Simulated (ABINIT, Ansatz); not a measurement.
# A GW chain in ABINIT: BeTe (F-43m)

How does a plane-wave GW calculation on BeTe (F-43m) run from the first input to the gap?

Main program and level: ABINIT 10.8.3; PBE and many-body steps on it, plane waves.

**The experiments to reproduce.**

- Gap 2.8 eV: absolute (indirect, Gamma to X) gap, second literature value; film (quoted from earlier experiment) (quoted in “The band structure of BeTe - a combined experimental and theoretical study”, 1997, arxiv:cond-mat/9712266).

- Gap 2.7 eV: absolute (indirect, Gamma to X) gap; bulk crystal (quoted from earlier experiment) (quoted in “The band structure of BeTe - a combined experimental and theoretical study”, 1997, arxiv:cond-mat/9712266).

### Step 1. Set-up

The structure is cubic, space group F-43m (No. 216). The conventional cell has a = 5.663 Å, b = 5.663 Å, c = 5.663 Å, α = 90.00°, β = 90.00°, γ = 90.00°. Nearest to Be lie 4 Te at 2.45 Å. Nearest to Te lie 4 Be at 2.45 Å. Farther neighbours and most contacts between anions are not listed.

The cell and positions are those that the Materials Project relaxed with its own functionals (PBE, PBE+U or r2SCAN), kept fixed. Spin-orbit coupling is left out unless a step names it.

### Step 2. Ground state

This step: ABINIT 10.8.3; DFT, PBE, plane waves, norm-conserving pseudopotentials.

The ground-state density comes first.

run.abi reads:

```
acell 3*1.0 Angstrom
rprim 
  -0.000000000000 2.831458787600 2.831458787600
  2.831458787600 0.000000000000 2.831458787600
  2.831458787600 2.831458787600 0.000000000000
ntypat 2
znucl 4 52
natom 2
typat 1 2
xred 
  0.000000000000 0.000000000000 0.000000000000
  0.750000000000 0.750000000000 0.750000000000
pp_dirpath "pseudos"
pseudos "Be.upf, Te.upf"
ecut 49
ngkpt 6 6 6
nshiftk 1
shiftk 0 0 0
kptopt 1
chksymbreak 0
nband 19
occopt 1
tolvrs 1e-10
nstep 60
prtwf 0
optforces 0
optstress 0
indata_prefix "in"
outdata_prefix "out"
tmpdata_prefix "tmp"
```

Launch:

```bash
$ OMP_NUM_THREADS=1 mpirun -n 8 abinit run.abi > log
```

Numbers of over 12 decimals in the logs are rounded to 6 here.

Log:

```text
.Version 10.8.3 of ABINIT. v10.8.2 released Aug 2026.

 Symmetries : space group F-4 3 m (#216); Bravais cF (face-center cubic)
================================================================================
 Values of the parameters that define the memory need of the present run
     intxc =       0    ionmov =       0      iscf =       7    lmnmax =       8
     lnmax =       8     mgfft =      48  mpssoang =       4    mqgrid =    3001
     natom =       2  nloc_mem =       1    nspden =       1   nspinor =       1
    nsppol =       1      nsym =      24    n1xccc =    2501    ntypat =       2
    occopt =       1   xclevel =       2
-    mband =          19        mffmem =           1         mkmem =           2
       mpw =        5040          nfft =      110592          nkpt =          16
================================================================================
  Rough estimation (10% accuracy) of disk space for files :
================================================================================

--------------------------------------------------------------------------------
------------- Echo of variables that govern the present computation ------------
--------------------------------------------------------------------------------
 -outvars: echo values of preprocessed input variables --------
            acell      1.8897261259E+00  1.8897261259E+00  1.8897261259E+00 Bohr

      chksymbreak           0
             ecut      4.90000000E+01 Hartree
-          fftalg         312

              ixc     -101130
              kpt      0.00000000E+00  0.00000000E+00  0.00000000E+00
                       1.66666667E-01  0.00000000E+00  0.00000000E+00
                       3.33333333E-01  0.00000000E+00  0.00000000E+00
                       5.00000000E-01  0.00000000E+00  0.00000000E+00
                       1.66666667E-01  1.66666667E-01  0.00000000E+00
                       3.33333333E-01  1.66666667E-01  0.00000000E+00
                       5.00000000E-01  1.66666667E-01  0.00000000E+00
                      -3.33333333E-01  1.66666667E-01  0.00000000E+00
                      -1.66666667E-01  1.66666667E-01  0.00000000E+00
   [... 5 further rows ...]
                      -3.33333333E-01  3.33333333E-01  1.66666667E-01
                      -3.33333333E-01  5.00000000E-01  1.66666667E-01
         kptrlatt        6    0    0      0    6    0      0    0    6
          kptrlen      4.54020393E+01
P           mkmem           2
            natom           2
            nband          19
            ngfft          48      48      48
             nkpt          16
            nstep          60
             nsym          24
           ntypat           2
              occ      2.000000  2.000000  2.000000  2.000000  2.000000  2.000000
                       2.000000  2.000000  2.000000  2.000000  2.000000  2.000000
                       2.000000  2.000000  0.000000  0.000000  0.000000  0.000000
                       0.000000
        optforces           0
        optstress           0
            prtwf           0
            rprim     -0.0000000000E+00  2.8314587876E+00  2.8314587876E+00
[...]
spgroup         216

           tolvrs      1.00000000E-10

             xred      0.0000000000E+00  0.0000000000E+00  0.0000000000E+00
[...]
znucl        4.00000   52.00000

================================================================================

 chkinp: Checking input parameters for consistency.

================================================================================
== DATASET  1 ==================================================================
-   mpi_nproc: 8, omp_nthreads: 1 (-1 if OMP is not activated)

--- !DatasetInfo
iteration_state: {dtset: 1, }
dimensions: {natom: 2, nkpt: 16, mband: 19, nsppol: 1, nspinor: 1, nspden: 1, mpw: 5040, }
cutoff_energies: {ecut:  49.0, pawecutdg:  -1.0, }
electrons: {nelect:   2.80000000E+01, charge:   0.00000000E+00, occopt:   1.00000000E+00, tsmear:   1.00000000E-02, }

 Real(R)+Recip(G) space primitive vectors, cartesian coordinates (Bohr,Bohr^-1):
 R(1)=  0.0000000  5.3506816  5.3506816  G(1)= -0.0934460  0.0934460  0.0934460
 R(2)=  5.3506816  0.0000000  5.3506816  G(2)=  0.0934460 -0.0934460  0.0934460
 R(3)=  5.3506816  5.3506816  0.0000000  G(3)=  0.0934460  0.0934460 -0.0934460
 Unit cell volume ucvol=  3.0637783E+02 bohr^3
 Angles (23,13,12)=  6.00000000E+01  6.00000000E+01  6.00000000E+01 degrees

 getcut: wavevector=  0.0000  0.0000  0.0000  ngfft=  48  48  48
         ecut(hartree)=     49.000   => boxcut(ratio)=   2.01305

--- Pseudopotential description ------------------------------------------------
- Be Generated using ONCVPSP code by D. R. Hamann
-  4.00000   4.00000  171031                  znucl, zion, pspdat
12 -101130 1 -1 1358                          pspcod,pspxc,lmax,lloc,mmax
     nproj     2     2     0     0
  pspatm : epsatm=    2.91734590
         --- l  ekb(1:nproj) -->
[...]
pspatm: atomic psp has been read  and splines computed

- Te Generated using ONCVPSP code by D. R. Hamann
- 52.00000  24.00000  220131                  znucl, zion, pspdat
12 -101130 3 -1 1294                          pspcod,pspxc,lmax,lloc,mmax
     nproj     2     2     2     2
  pspatm : epsatm=   28.89495404
         --- l  ekb(1:nproj) -->
[...]
pspatm: atomic psp has been read  and splines computed

   8.90744399E+02                                ecore*ucvol(ha*bohr**3)
--------------------------------------------------------------------------------

_setup2: Arith. and geom. avg. npw (full set) are    5018.486    5018.469

================================================================================

--- !BeginCycle
iteration_state: {dtset: 1, }
solver: {iscf: 7, nstep: 60, nline: 4, wfoptalg: 0, }
tolerances: {tolvrs: 1.00E-10, }

     iter   Etot(hartree)      deltaE(h)  residm     vres2
 ETOT  1  -294.37835096563    -2.944E+02 7.076E-01 3.600E+01
 ETOT  2  -294.65997181578    -2.816E-01 4.030E-03 6.254E+00
 ETOT  3  -294.66162196420    -1.650E-03 6.312E-04 9.533E-01
 ETOT  4  -294.66168438812    -6.242E-05 2.313E-03 6.390E-02
 ETOT  5  -294.66168977458    -5.386E-06 2.634E-03 4.463E-03
 ETOT  6  -294.66169034908    -5.745E-07 1.368E-03 2.695E-04
 ETOT  7  -294.66169035639    -7.314E-09 3.646E-04 7.668E-06
 ETOT  8  -294.66169035691    -5.231E-10 1.054E-04 2.204E-07
 ETOT  9  -294.66169035693    -1.370E-11 2.487E-05 7.467E-09
 ETOT 10  -294.66169035691     1.137E-11 6.688E-06 1.043E-10
 ETOT 11  -294.66169035692    -4.263E-12 1.627E-06 1.214E-12

 At SCF step   11       vres2   =  1.21E-12 < tolvrs=  1.00E-10 =>converged.

--- !ResultsGS
iteration_state: {dtset: 1, }
comment   : Summary of ground state results
lattice_vectors:
- [ -0.0000000,   5.3506816,   5.3506816, ]
- [  5.3506816,   0.0000000,   5.3506816, ]
- [  5.3506816,   5.3506816,   0.0000000, ]
lattice_lengths: [   7.56701,    7.56701,    7.56701, ]
lattice_angles: [ 60.000,  60.000,  60.000, ] # degrees, (23, 13, 12)
lattice_volume:   3.0637783E+02
convergence: {deltae: -4.263E-12, res2:  1.214E-12, residm:  1.627E-06, diffor:  0.000E+00, }
etotal    :  -2.94661690E+02
entropy   :   0.00000000E+00
fermie    :   2.05900995E-01
cartesian_stress_tensor: null
pressure_GPa: null
xred      :
- [  0.0000E+00,   0.0000E+00,   0.0000E+00, Be]
- [  7.5000E-01,   7.5000E-01,   7.5000E-01, Te]
cartesian_forces: null
force_length_stats: {min: null, max: null, mean: null, }

 Integrated electronic density in atomic spheres:
 ------------------------------------------------
 Atom  Sphere_radius  Integrated_density
    1        2.00000          2.99167264
    2        2.00000         19.95039322
================================================================================

 ----iterations are completed or convergence reached----

 Mean square residual over all n,k,spin=   76.000E-10; max=  16.274E-07
 reduced coordinates (array xred) for    2 atoms
       0.000000000000      0.000000000000      0.000000000000
       0.750000000000      0.750000000000      0.750000000000
 rms dE/dt=  0.0000E+00; max dE/dt=  0.0000E+00; dE/dt below (all hartree)
    1       0.000000000000      0.000000000000      0.000000000000
    2       0.000000000000      0.000000000000      0.000000000000

 cartesian coordinates (angstrom) at end:
    1      0.000000     0.000000     0.000000
    2      4.247188     4.247188     4.247188
 length scales=  1.889726125908  1.889726125908  1.889726125908 bohr
              =  1.000000000000  1.000000000000  1.000000000000 angstroms
 prteigrs : about to open file out_EIG
 Fermi (or HOMO) energy (hartree) =   0.20590   Average Vxc (hartree)=  -0.35139
 Eigenvalues (hartree) for nkpt=  16  k points:
 kpt#   1, nband= 19, wtk=  0.00463, kpt=  0.0000  0.0000  0.0000 (reduced coord)
  -5.63307   -3.79667   -3.79667   -3.79667   -3.48280   -1.12451   -1.12451   -1.12451
  -1.12409   -1.12409   -0.24206    0.20590    0.20590    0.20590    0.33981    0.33981
   0.33981    0.34220    0.51083
 prteigrs : prtvol=0 or 1, do not print more k-points.

--- !EnergyTerms
iteration_state     : {dtset: 1, }
comment             : Components of total free energy in Hartree
kinetic             :  1.04172022173361E+02
hartree             :  1.05321181759416E+02
xc                  : -3.86892001531687E+01
Ewald energy        : -1.34011432758694E+02
psp_core            :  2.90733962845549E+00
local_psp           : -3.10561617645808E+02
non_local_psp       : -2.37999833604813E+01
total_energy        : -2.94661690356919E+02
total_energy_eV     : -8.01815306819577E+03
band_energy         : -5.20277443792163E+01

== END DATASET(S) ==============================================================
================================================================================

 -outvars: echo values of variables after computation  --------
           etotal     -2.9466169036E+02
            nband          19
             nkpt          16
          spgroup         216
 [... the other variables as echoed above ...]

 Calculation completed.
```

Elapsed: 15 s, on 8 MPI ranks of Arm Neoverse N1, shared host; peak memory 0.66 GiB.

This step gave:

| Item | Value |
| --- | --- |
| total energy | -8018.1531 eV |
| gap | 2.027 eV |
| k of the valence top | 0, 0, 0 |
| k of the conduction bottom | 0.5, 0.5, 0 |
| least direct gap | 3.644 eV |

The gap is indirect, with the least direct gap 1.62 eV higher.

[end of part 1 of 3]

[Paths, hosts, dates, memory and timing lines, banners, echoed tables and standing remarks are left out of the program output.]

[Logs are printed without paths, hosts, clocks, repeated set-up lines and the standing remarks that a program may print on its own settings, such as how far it seeks lower states.]

[Runs of the session that timed out or met a known fault of the program may be left out.]

[Hosts, paths, dates, database ids (printed as entryN), source tags and the programs' standing remarks are cut or masked in the printed files.]

[G0W0 gaps are taken among the corrected bands and points alone; a level outside them can change the order at an edge.]

[Where Ansatz stands beside ABINIT at settings called matched, ABINIT's density can come from a denser mesh and the files from another edition; pairs whose starting gaps differed by over 0.03 eV were left out, so agreement reads better than it is.]
